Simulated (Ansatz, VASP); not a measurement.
## Cross-check of Zn32HSe31N (N-H pair in ZnSe) between VASP and Ansatz

Wanted: the spread between two codes on one cell, functional and k mesh. Of the first pair: The structure shown is the start of the Ansatz relaxation below; VASP solves that cell, so the two are compared at the walk's first step.

Method: plane waves, with VASP 6.6.1 beside it; single point at PBE, in Ansatz 0.2.0.

## 1. The structure

The cell holds 65 atoms: 32 Zn, 31 Se, 1 N and 1 H. Its edges and angles: a = 11.335 Å, b = 11.335 Å, c = 11.335 Å, α = 90.0°, β = 90.0°, γ = 90.0°. It derives from ZnSe (ZnSe (F-43m)). Nearest the centre at fractional (0.355, 0.355, 0.605): H65 at 0.40 Å, N64 at 0.62 Å, Zn8 at 2.53 Å, Zn29 at 2.60 Å, Zn15 at 2.62 Å, Zn22 at 2.63 Å, Se35 at 3.69 Å, Se37 at 3.70 Å.

## 2. Ansatz: relaxation, PBE

Ansatz runs on its default PAW (the set named soft_2) files.

The two programs are compared at the cell with which this relaxation starts, whose forces are those of its first step.

The input, input.yaml:

```yaml
relax:
  f_tol: 0.01
  max_steps: 80
  random_displacement: { amplitude: 0.02, seed: 153 }
crystal:
  lattice:
    - [11.3352, 0.0, 0.0]
    - [0.0, 0.0, -11.3352]
    - [0.0, 11.3352, 0.0]
  atoms:
    - { symbol: Zn, position: [0.0, 0.0, 0.0] }
    - { symbol: Zn, position: [0.0, 0.25, 0.25] }
    - { symbol: Zn, position: [0.25, 0.0, 0.25] }
    - { symbol: Zn, position: [0.25, 0.25, 0.0] }
    - { symbol: Se, position: [0.125, 0.125, 0.125] }
    - { symbol: Se, position: [0.125, 0.375, 0.375] }
    - { symbol: Se, position: [0.375, 0.125, 0.375] }
    - { symbol: Se, position: [0.375, 0.375, 0.125] }
    - { symbol: Zn, position: [0.0, 0.0, 0.5] }
    - { symbol: Zn, position: [0.0, 0.25, 0.75] }
    - { symbol: Zn, position: [0.25, 0.0, 0.75] }
    - { symbol: Zn, position: [0.227080246, 0.227080246, 0.477080246] }
    - { symbol: Se, position: [0.125, 0.125, 0.625] }
    - { symbol: Se, position: [0.125, 0.375, 0.875] }
    - { symbol: Se, position: [0.375, 0.125, 0.875] }
    - { symbol: "N", position: [0.387730256, 0.387730256, 0.637730256] }
    - { symbol: Zn, position: [0.0, 0.5, 0.0] }
    - { symbol: Zn, position: [0.0, 0.75, 0.25] }
    - { symbol: Zn, position: [0.25, 0.5, 0.25] }
    - { symbol: Zn, position: [0.25, 0.75, 0.0] }
    - { symbol: Se, position: [0.125, 0.625, 0.125] }
    - { symbol: Se, position: [0.125, 0.875, 0.375] }
    - { symbol: Se, position: [0.375, 0.625, 0.375] }
    - { symbol: Se, position: [0.375, 0.875, 0.125] }
    - { symbol: Zn, position: [0.0, 0.5, 0.5] }
    - { symbol: Zn, position: [0.0, 0.75, 0.75] }
    - { symbol: Zn, position: [0.25, 0.5, 0.75] }
    - { symbol: Zn, position: [0.25, 0.75, 0.5] }
    - { symbol: Se, position: [0.125, 0.625, 0.625] }
    - { symbol: Se, position: [0.125, 0.875, 0.875] }
    - { symbol: Se, position: [0.375, 0.625, 0.875] }
    - { symbol: Se, position: [0.375, 0.875, 0.625] }
    - { symbol: Zn, position: [0.5, 0.0, 0.0] }
    - { symbol: Zn, position: [0.5, 0.25, 0.25] }
    - { symbol: Zn, position: [0.75, 0.0, 0.25] }
    - { symbol: Zn, position: [0.75, 0.25, 0.0] }
    - { symbol: Se, position: [0.625, 0.125, 0.125] }
    - { symbol: Se, position: [0.625, 0.375, 0.375] }
    - { symbol: Se, position: [0.875, 0.125, 0.375] }
    - { symbol: Se, position: [0.875, 0.375, 0.125] }
    - { symbol: Zn, position: [0.5, 0.0, 0.5] }
    - { symbol: Zn, position: [0.5, 0.25, 0.75] }
    - { symbol: Zn, position: [0.75, 0.0, 0.75] }
    - { symbol: Zn, position: [0.75, 0.25, 0.5] }
    - { symbol: Se, position: [0.625, 0.125, 0.625] }
    - { symbol: Se, position: [0.625, 0.375, 0.875] }
    - { symbol: Se, position: [0.875, 0.125, 0.875] }
    - { symbol: Se, position: [0.875, 0.375, 0.625] }
    - { symbol: Zn, position: [0.5, 0.5, 0.0] }
    - { symbol: Zn, position: [0.5, 0.75, 0.25] }
    - { symbol: Zn, position: [0.75, 0.5, 0.25] }
    - { symbol: Zn, position: [0.75, 0.75, 0.0] }
    - { symbol: Se, position: [0.625, 0.625, 0.125] }
    - { symbol: Se, position: [0.625, 0.875, 0.375] }
    - { symbol: Se, position: [0.875, 0.625, 0.375] }
    - { symbol: Se, position: [0.875, 0.875, 0.125] }
    - { symbol: Zn, position: [0.5, 0.5, 0.5] }
    - { symbol: Zn, position: [0.5, 0.75, 0.75] }
    - { symbol: Zn, position: [0.75, 0.5, 0.75] }
    - { symbol: Zn, position: [0.75, 0.75, 0.5] }
    - { symbol: Se, position: [0.625, 0.625, 0.625] }
    - { symbol: Se, position: [0.625, 0.875, 0.875] }
    - { symbol: Se, position: [0.875, 0.625, 0.875] }
    - { symbol: Se, position: [0.875, 0.875, 0.625] }
    - { symbol: H, position: [0.335271, 0.335271, 0.585271] }
basis:
  ecutwfc: 420
  xc_grid: 2
hamiltonian:
  xc: pbe
kpoints:
  mp_grid: { grid: [1, 1, 1], shift: [0.25, 0.25, 0.25] }
scf:
  occupations: { method: fermi_dirac, width: 0.01 }
  max_iter: 120
output:
  forces: true
checkpoint:
  write: "../relax.run"
  compress: false
  write_wavefunctions: true
  write_every: 100000
```

Launch:

```bash
$ ansatz run input.yaml --threads 4 --pin off --max-ram 7536MiB --backend cpu --events-out ev --progress --plain --runs-dir out
```

Numbers of over 12 decimals in the logs are rounded to 6 here.

The program printed:

```text
Engine: ansatz 0.2.0, aarch64-unknown-linux-gnu
Pseudopotentials: kind: paw
Pseudopotential: Zn, paw, valence charge 12, recommended cutoff 420 eV (normal), Zn.paw.azcp
Pseudopotential: Se, paw, valence charge 16, recommended cutoff 420 eV (normal), Se.paw.azcp
Pseudopotential: N, paw, valence charge 5, recommended cutoff 420 eV (normal), N.paw.azcp
Pseudopotential: H, paw, valence charge 1, recommended cutoff 420 eV (normal), H.paw.azcp
Functional definition: PBE
  parameter kappa = 0.804
  parameter beta = 0.066725
  exchange = pbe_x(kappa = kappa, mu = beta*pi^2/3)
  correlation = pbe_c(beta = beta)
Crystal: 65 atoms, lattice volume = 1456.423 Å³
Basis set: ecut = 420 eV, 28425 PW (Γ), exchange–correlation on 160×160×160 points (8 copies of the dense FFT grid, shifted against one another)
Bands: 532, of which v1, the nominal top of the filled ones, is band 443 counted from 1 (442 counted from 0)
Symmetry: 1 space group operations
k-points: 1
Non-local potential: Zn, projectors of the file, l = 0: 2, l = 1: 2, l = 2: 3, l = 3: 1
Non-local potential: Se, projectors of the file, l = 0: 2, l = 1: 2, l = 2: 3, l = 3: 1
Non-local potential: N, projectors of the file, l = 0: 2, l = 1: 2, l = 2: 1
Non-local potential: H, projectors of the file, l = 0: 2, l = 1: 1
PAW form: soft (Blöchl's): semilocal exchange-correlation on the pseudo side does not see the compensation charge
PAW one-centre angular grid: Zn, 590 points (default); XC on 64 Gauss nodes
PAW one-centre angular grid: Se, 590 points (default); XC on 64 Gauss nodes
PAW one-centre angular grid: N, 110 points (default); XC on 64 Gauss nodes
PAW one-centre angular grid: H, 110 points (default); XC on 64 Gauss nodes
Initial density: superposition of atomic densities (neutral atoms: chi_scale 0, normalization atom), corrected by the library's trained network
Initial wavefunctions: pseudopotential atomic-orbital guess
Functional: x = pbe(κ = 0.804, μ = 0.219515), c = pbe(β = 0.066725)
SCF iter   1: F=—  HF=-276192.494762 eV  |F-HF|=—  |Δ(HF+E_count)|=         —  Δρ=2.27e-3  dr2=1.33e-1  ethr=1.77e-3  ⟨swp⟩=6.0  Hψ=2072  notcnv=0  defer=9
preconditioner: auto → Resta (q_TF=auto, 2.511 Å⁻¹)  ε∞=5.6  [insulator: Δε(μ)=2.152 eV  Ē_g=10.916 eV  σ=0.010 eV  W_gap=1.00  n_scr=388 (ndim 8)  ℏωp=23.4 eV  f_vac=0.120  D(μ)=0.00/eV (n_scr^D=0)  ε∞_Penn≈5.6]
SCF iter   2: F=—  HF=-276192.472133 eV  |F-HF|=—  |Δ(HF+E_count)|=   2.26e-2  Δρ=1.23e-3  dr2=2.38e-2  ethr=1.50e-5  ⟨swp⟩=3.0  Hψ=905  notcnv=0  defer=85
SCF iter   3: F=—  HF=-276192.468879 eV  |F-HF|=—  |Δ(HF+E_count)|=   3.25e-3  Δρ=5.44e-4  dr2=8.91e-3  ethr=2.69e-6  ⟨swp⟩=2.0  Hψ=739  notcnv=0  defer=85
SCF iter   4: F=—  HF=-276192.467995 eV  |F-HF|=—  |Δ(HF+E_count)|=   8.84e-4  Δρ=1.66e-4  dr2=5.65e-4  ethr=1.01e-6  ⟨swp⟩=2.0  Hψ=734  notcnv=0  defer=85
SCF iter   5: F=—  HF=-276192.466665 eV  |F-HF|=—  |Δ(HF+E_count)|=   1.33e-3  Δρ=1.02e-4  dr2=1.43e-4  ethr=6.38e-8  ⟨swp⟩=2.0  Hψ=735  notcnv=0  defer=85
SCF iter   6: F=—  HF=-276192.466666 eV  |F-HF|=—  |Δ(HF+E_count)|=   8.18e-7  Δρ=4.77e-5  dr2=2.60e-5  ethr=1.61e-8  ⟨swp⟩=2.0  Hψ=730  notcnv=0  defer=85
SCF iter   7: F=—  HF=-276192.466674 eV  |F-HF|=—  |Δ(HF+E_count)|=   8.88e-6  Δρ=1.41e-5  dr2=3.56e-6  ethr=2.94e-9  ⟨swp⟩=2.0  Hψ=735  notcnv=0  defer=85
SCF iter   8: F=-276192.466680 eV  HF=-276192.466679 eV  |F-HF|=4.63e-7  |Δ(HF+E_count)|=   4.92e-6  Δρ=5.00e-6  dr2=4.93e-7  ethr=2.82e-10  ⟨swp⟩=4.0  Hψ=1828  notcnv=0
SCF 1 converged in 8 iterations: F = -276192.466680 eV  dr2 = 4.93e-7
  greatest PAW one-centre occupation: 1.000 electrons in one spin orbital (limit 2), on the Se atom at site 6 (counted from 0), in its partial waves of l = 2
relax step   1: F+E_penalty+E_count = -276192.46667986 eV  Δ(F+E_penalty+E_count) = +0.000e0 eV  max|allowed force component| = 1.393e0 eV/Å  Δτ_max = 0.0000 Å  (8 SCF iters, dr2 threshold 2.50e-6 eV, accepted)
Initial density: handed on by an earlier stage of this run
Initial wavefunctions: those handed on with the density
iter 1 solved again at ethr=4.21e-5 eV; its pass at ethr=3.10e-3 eV (dr2=3.73e-1 eV) is discarded
SCF iter   1: F=—  HF=-276193.786157 eV  |F-HF|=—  |Δ(HF+E_count)|=         —  Δρ=7.21e-3  dr2=3.79e-1  ethr=4.21e-5  ⟨swp⟩=2.0  Hψ=2022  notcnv=0  defer=85
preconditioner: auto → Resta (q_TF=auto, 2.511 Å⁻¹)  ε∞=5.6  [insulator: Δε(μ)=2.261 eV  Ē_g=10.924 eV  σ=0.010 eV  W_gap=1.00  n_scr=388 (ndim 8)  ℏωp=23.4 eV  f_vac=0.118  D(μ)=0.00/eV (n_scr^D=0)  ε∞_Penn≈5.6]
SCF iter   2: F=—  HF=-276193.666350 eV  |F-HF|=—  |Δ(HF+E_count)|=   1.20e-1  Δρ=3.25e-3  dr2=8.96e-2  ethr=4.21e-5  ⟨swp⟩=2.0  Hψ=739  notcnv=0  defer=85
SCF iter   3: F=—  HF=-276193.644837 eV  |F-HF|=—  |Δ(HF+E_count)|=   2.15e-2  Δρ=1.33e-3  dr2=1.84e-2  ethr=1.01e-5  ⟨swp⟩=3.0  Hψ=905  notcnv=0  defer=85
[...]
--- Relaxed structure (9 steps of the walk, 9 accepted, 0 SCFs on fresh bases) ---
  F+E_penalty+E_count = -276194.17756479 eV   max|allowed force component| = 7.196e-4 eV/Å
  atoms:
    - { symbol: Zn, position: [-6.883014547727423e-5, 6.5511145531041635e-6, -0.000715147] }
    - { symbol: Zn, position: [-0.00408818, 0.250363, 0.246077] }
    - { symbol: Zn, position: [0.250285, -0.00400549, 0.246082] }
    - { symbol: Zn, position: [0.249361, 0.249436, -0.00306705] }
    - { symbol: Se, position: [0.124958, 0.125036, 0.124248] }
    - { symbol: Se, position: [0.121641, 0.377941, 0.371804] }
    - { symbol: Se, position: [0.377866, 0.121722, 0.371812] }
    - { symbol: Se, position: [0.374796, 0.374872, 0.122976] }
    - { symbol: Zn, position: [-0.00408536, -0.00400734, 0.500451] }
    - { symbol: Zn, position: [-0.000367532, 0.255531, 0.752130] }
    - { symbol: Zn, position: [0.255457, -0.000292137, 0.752131] }
    - { symbol: Zn, position: [0.216707, 0.216786, 0.466870] }
    - { symbol: Se, position: [0.121646, 0.121722, 0.628029] }
    - { symbol: Se, position: [0.132148, 0.378141, 0.868787] }
    - { symbol: Se, position: [0.378067, 0.132222, 0.868791] }
    - { symbol: N, position: [0.390581, 0.390655, 0.640746] }
    - { symbol: Zn, position: [0.00417072, 0.498737, -0.00262425] }
    - { symbol: Zn, position: [-6.822656183043114e-5, 0.749202, 0.250096] }
    - { symbol: Zn, position: [0.255454, 0.502044, 0.249792] }
    - { symbol: Zn, position: [0.249995, 0.747943, -0.00196934] }
    - { symbol: Se, position: [0.125913, 0.623986, 0.125577] }
    - { symbol: Se, position: [0.124960, 0.874163, 0.375125] }
    - { symbol: Se, position: [0.378064, 0.618699, 0.382312] }
    - { symbol: Se, position: [0.376536, 0.872657, 0.122745] }
    - { symbol: Zn, position: [-0.000368204, 0.502043, 0.505617] }
    - { symbol: Zn, position: [0.00417078, 0.747288, 0.748821] }
    - { symbol: Zn, position: [0.277409, 0.485473, 0.735559] }
    - { symbol: Zn, position: [0.249360, 0.746846, 0.499522] }
    - { symbol: Se, position: [0.132147, 0.618701, 0.628226] }
    - { symbol: Se, position: [0.125914, 0.875489, 0.874071] }
    - { symbol: Se, position: [0.375886, 0.623266, 0.873354] }
    - { symbol: Se, position: [0.374794, 0.872889, 0.624960] }
    - { symbol: Zn, position: [0.498663, 0.00424471, -0.00262058] }
    - { symbol: Zn, position: [0.501964, 0.255534, 0.249797] }
    - { symbol: Zn, position: [0.749122, 6.425777211206142e-6, 0.250098] }
    - { symbol: Zn, position: [0.747864, 0.250072, -0.0019705] }
    - { symbol: Se, position: [0.623908, 0.125992, 0.125580] }
    - { symbol: Se, position: [0.618626, 0.378143, 0.382310] }
    - { symbol: Se, position: [0.874082, 0.125037, 0.375124] }
    - { symbol: Se, position: [0.872577, 0.376617, 0.122740] }
    - { symbol: Zn, position: [0.501965, -0.000292126, 0.505623] }
    - { symbol: Zn, position: [0.485398, 0.277487, 0.735565] }
    - { symbol: Zn, position: [0.747212, 0.00424779, 0.748822] }
    - { symbol: Zn, position: [0.746769, 0.249439, 0.499525] }
    - { symbol: Se, position: [0.618625, 0.132224, 0.628229] }
    - { symbol: Se, position: [0.623190, 0.375963, 0.873353] }
    - { symbol: Se, position: [0.875412, 0.125992, 0.874073] }
    - { symbol: Se, position: [0.872814, 0.374873, 0.624959] }
    - { symbol: Zn, position: [0.502103, 0.502179, 0.000367665] }
    - { symbol: Zn, position: [0.498659, 0.747289, 0.254333] }
    - { symbol: Zn, position: [0.747215, 0.498740, 0.254333] }
    - { symbol: Zn, position: [0.750386, 0.750460, 0.000544638] }
    - { symbol: Se, position: [0.625577, 0.625654, 0.127100] }
    - { symbol: Se, position: [0.623905, 0.875489, 0.376080] }
    - { symbol: Se, position: [0.875413, 0.623987, 0.376080] }
    - { symbol: Se, position: [0.875194, 0.875273, 0.125359] }
    - { symbol: Zn, position: [0.485395, 0.485468, 0.527572] }
    - { symbol: Zn, position: [0.502100, 0.750279, 0.752267] }
    - { symbol: Zn, position: [0.750203, 0.502178, 0.752266] }
    - { symbol: Zn, position: [0.747862, 0.747941, 0.500162] }
    - { symbol: Se, position: [0.623184, 0.623262, 0.626052] }
    - { symbol: Se, position: [0.625577, 0.877013, 0.875738] }
    - { symbol: Se, position: [0.876937, 0.625652, 0.875737] }
    - { symbol: Se, position: [0.872577, 0.872654, 0.626703] }
    - { symbol: H, position: [0.338021, 0.338082, 0.588181] }
```

In the SCF lines HF is the Harris–Foulkes energy and dr2 the Hartree energy of the density residual, in eV; the loop may stop once dr2 is under the threshold and the program's other checks hold. Hψ counts applications of the Hamiltonian.

## 3. VASP: single point, PBE, start cell, pair 1

The same cell, functional, mesh and smearing now go to VASP, with its own data sets.

Lines of VASP's logs that name or quote its potential files are left out, and so is its time.

The input, INCAR:

```
SYSTEM = Zn32HSe31N
PREC = Accurate
ENCUT = 520
EDIFF = 1E-06
NELM = 120
ISMEAR = -1
SIGMA = 0.01
LREAL = Auto
ALGO = Normal
GGA = PE
NBANDS = 336
LORBIT = 11
LWAVE = .FALSE.
LCHARG = .FALSE.
ISIF = 2
ISYM = 0
LASPH = .TRUE.
GGA_COMPAT = .FALSE.
EFERMI = MIDGAP
NCORE = 2
```

The input, POSCAR:

```
Zn32HSe31N
1.0
   11.3352000000      0.0000000000      0.0000000000
    0.0000000000      0.0000000000    -11.3352000000
    0.0000000000     11.3352000000      0.0000000000
Zn Se N H
32 31 1 1
Direct
    0.0001247442      0.9984569306      0.9991535218
    0.9991338485      0.2485105688      0.2496198567
    0.2514829028      0.0009477557      0.2501255381
    0.2501513868      0.2516340250      0.9993517538
    0.0009996295      0.0010360646      0.4989799033
    0.9992120121      0.2508855600      0.7486930976
    0.2508774437      0.0009338168      0.7512129473
    0.2265111335      0.2257458183      0.4760759404
    0.0009069977      0.4993154951      0.0013497777
    0.9996737596      0.7483024561      0.2496463230
    0.2506158692      0.5005948726      0.2515427165
    0.2505123862      0.7496917567      0.0016600501
    0.9983310396      0.4996513515      0.5004540723
    0.9993214059      0.7491792822      0.7514067683
    0.2493257287      0.5014424095      0.7492398017
    0.2502443715      0.7503789082      0.5017058367
    0.4987649093      0.0004712753      0.0011685722
    0.4993918943      0.2503694686      0.2483853836
    0.7509288764      0.9997071953      0.2485287423
    0.7505055932      0.2506840638      0.0015458042
    0.5005920495      0.9986037300      0.4990982956
    0.5008719740      0.2493116134      0.7513706860
    0.7504755099      0.9987245042      0.7511225210
    0.7506199273      0.2507047957      0.5014940186
    0.4987432952      0.5011822465      0.0003690275
    0.5000996895      0.7482384078      0.2500056461
    0.7495852742      0.4992343320      0.2515346002
    0.7484800445      0.7496827581      0.0008380090
    0.5002404898      0.5001505928      0.5017414779
    0.4991110876      0.7510520326      0.7511028478
    0.7493135542      0.4988713918      0.7488302809
    0.7504243419      0.7484442268      0.5007159115
    0.1233821194      0.1252074070      0.1243273167
    0.1241738125      0.3760766462      0.3738724504
    0.3766311137      0.1256478051      0.3751815583
    0.3756196626      0.3759783683      0.1236688369
    0.1258029854      0.1234740455      0.6246261204
    0.1244373280      0.3764719634      0.8742063660
    0.3740964429      0.1241004129      0.8762195638
    0.1266484050      0.6243736326      0.1249405392
    0.1244630002      0.8734634590      0.3756810643
    0.3737936693      0.6257370845      0.3739442621
    0.3736633672      0.8755372645      0.1260187734
    0.1248722563      0.6238772143      0.6263550709
    0.1245042875      0.8733494777      0.8753784671
    0.3737586456      0.6262199167      0.8752898934
    0.3736607206      0.8753461783      0.6239047392
    0.6254648352      0.1254672172      0.1233633284
    0.6251894982      0.3749614475      0.3732461712
    0.8740294834      0.1237788482      0.3741753123
    0.8742263921      0.3755155621      0.1264995765
    0.6253314454      0.1243987755      0.6233746207
    0.6261010834      0.3743569589      0.8737805244
    0.8742363611      0.1261934505      0.8760515033
    0.8758515950      0.3765435105      0.6249257181
    0.6247066660      0.6267397135      0.1250215259
    0.6236608970      0.8753550004      0.3760926142
    0.8752940398      0.6249616240      0.3732607276
    0.8758301574      0.8765505681      0.1251405357
    0.6253917884      0.6233202767      0.6253717623
    0.6242173936      0.8765551556      0.8752868057
    0.8750658127      0.6246366187      0.8732746665
    0.8765045169      0.8759201426      0.6250531089
    0.3875578728      0.3862110064      0.6368498130
    0.3339992237      0.3342625626      0.5859630179
```

The input, KPOINTS:

```
Points of the shifted mesh
1
Reciprocal
 0.2500000000  0.2500000000  0.2500000000 1
```

PAW data sets: Zn, Se, N and H (PBE family, release 64).

Launch:

```bash
$ mpirun -np 8 vasp_std
```

The program printed:

```text
[banner, memory and clock lines left out]
running    8 mpi-ranks, on    1 nodes
[...]
LDA part: xc-table for (Slater+PW92), standard interpolation
 POSCAR, INCAR and KPOINTS ok, starting setup
[...]
entering main loop
       N       E                     dE             d eps       ncg     rms          rms(c)
DAV:   1     0.554692545689E+04    0.55469E+04   -0.24632E+05   672   0.197E+03
DAV:   2     0.879221493476E+03   -0.46677E+04   -0.45326E+04   672   0.496E+02
DAV:   3    -0.114168294405E+03   -0.99339E+03   -0.94534E+03   712   0.195E+02
DAV:   4    -0.207921686346E+03   -0.93753E+02   -0.92574E+02   752   0.582E+01
[...]
DAV:  17    -0.197765813491E+03   -0.70702E-05   -0.62205E-05   728   0.327E-02    0.126E-02
DAV:  18    -0.197765819289E+03   -0.57983E-05   -0.34313E-05   792   0.223E-02    0.779E-03
DAV:  19    -0.197765819975E+03   -0.68609E-06   -0.66175E-06   688   0.137E-02
   1 F= -.19776582E+03 E0= -.19776582E+03  d E =0.000000E+00
```

Parts of OUTCAR (step 3):

```text
  Total       18.4767684     18.5640209     18.2761098     -1.8145467      0.8775461     -0.0091392
  in kB       20.3258650     20.4218494     20.1051251     -1.9961408      0.9653682     -0.0100538
  external PRESSURE =      20.2842798 kB  Pullay stress =       0.0000000 kB

 POSITION                                       TOTAL-FORCE (eV/Angst)
 -----------------------------------------------------------------------------------
      0.00141     11.32561    -11.31771         0.007637     -0.043671     -0.118390
     11.32538      2.82949     -2.81692        -0.090033     -0.056350     -0.038157
      2.85061      2.83522     -0.01074        -0.224907     -0.024518      0.090263
      2.83552     11.32785     -2.85232        -0.083480     -0.016853      0.013152
      0.01133      5.65604     -0.01174        -0.156327     -0.044010      0.192288
     11.32627      8.48659     -2.84384         0.026664      0.183552     -0.054791
      2.84375      8.51515     -0.01059         0.074715      0.090669      0.201467
      2.56755      5.39642     -2.55887         0.101112      0.071797     -0.293459
      0.01028      0.01530     -5.65984        -0.095159     -0.081656     -0.064994
     11.33150      2.82979     -8.48216         0.089559     -0.067283     -0.129662
      2.84078      2.85129     -5.67434         0.159314     -0.156986     -0.013238
      2.83961      0.01882     -8.49791         0.042717     -0.089120     -0.049243
     11.31628      5.67275     -5.66365         0.107728      0.073793     -0.206507
     11.32751      8.51735     -8.49210         0.047819     -0.129863     -0.035353
[...]
-----------------------------------------------------------------------------------
    total drift:                                0.014328     -0.005353      0.012242

  FREE ENERGIE OF THE ION-ELECTRON SYSTEM (eV)
  ---------------------------------------------------
  free  energy   TOTEN  =      -197.7658199750 eV

  energy  without entropy=     -197.7658199750  energy(sigma->0) =     -197.76581997

[... 2 further parts left out ...]
```

The run ends at a pressure of 2.03 GPa, with forces up to 2.0 eV/Å.

(Part 1 of 2 ends here.)

[Lines on the potential files, build, host, timing and source positions are cut from VASP's logs without a mark.]

[Logs are printed without paths, hosts, clocks, repeated set-up lines and the standing remarks that a program may print on its own settings, such as how far it seeks lower states.]

[Hosts, paths, dates, database ids (printed as entryN), source tags and the programs' standing remarks are cut or masked in the printed files.]
